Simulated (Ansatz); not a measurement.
# Energies and gaps of 2 cells of WS₂

2 cells of WS₂ were relaxed with r2SCAN+rVV10 in the plane-wave code Ansatz. Calculated for a static, non-magnetic cell.

2H-MoS2 type:
Space group P6_3/mmc (No. 194). a = 3.170 Å, b = 3.170 Å, c = 12.491 Å, α = 90.00°, β = 90.00°, γ = 120.00°
```csv
atom,site,symmetry,x,y,z
W,2c,-6m2,0.3333,0.6667,0.2500
S,4f,3m.,0.6667,0.3333,0.3751
```

3R-MoS2 type:
Space group R3m:H (No. 160). a = 3.172 Å, b = 3.172 Å, c = 18.712 Å, α = 90.00°, β = 90.00°, γ = 120.00°

| atom | site | symmetry | x | y | z |
| --- | --- | --- | --- | --- | --- |
| W | 3a | 3m | 0.0000 | 0.0000 | 0.0000 |
| S | 3a | 3m | 0.3333 | 0.6667 | 0.2499 |
| S | 3a | 3m | 0.6667 | 0.3333 | 0.0835 |

Energies are counted from the lowest cell, each relaxed with the functional named (k spacing about 0.3 1/Å); gaps are on the r2SCAN+rVV10 cells (d direct, i indirect).
```tsv
structure	space group	volume (Å³/atom)	E, r2SCAN+rVV10 (meV/atom)	E, PBE-D4 (meV/atom)	gap, PBE (eV)	gap, r2SCAN (eV)	gap, HSE06 (eV)	gap, PBE0 (eV)
2H-MoS2 type	P6_3/mmc	18.12	0	0	1.05 i (Γ → K–Γ (0.50))	1.15 i (Γ → K–Γ (0.48))	1.57 i (Γ → K–Γ (0.48))	2.23 i (Γ → K–Γ (0.48))
3R-MoS2 type	R3m	18.11	1	1	1.07 i (T → Γ–S₀ (0.50))	1.18 i (T → Γ–S₀ (0.52))	1.60 i (T → Γ–S₀ (0.52))	2.26 i (T → Γ–S₀ (0.52))
```

With r2SCAN+rVV10 the two lowest, 2H-MoS2 type and 3R-MoS2 type, differ by 1 meV an atom, less than the 3 meV that these k meshes can be trusted to. Other structures, not computed here, could lie lower. With PBE-D4 the lowest cells aren't resolved. The start from 2H bulk sites, P6_3/mmc ended in the same structure as one of these cells.

Against 2H-MoS2 type (HSE06 gap 1.57 eV): 3R-MoS2 type +0.03 eV at 0.0 % volume.

Spin-orbit coupling is left out, which matters wherever the heavy atoms make up the band edges.

Where an edge lies off the special points, it is a point of the mesh or the k point where a search put PBE's edge or least direct gap, reused for the other functionals, whose own edges may lie a little apart.

The meshes of the hybrids are coarse, so their gaps aren't converged to the digits shown.
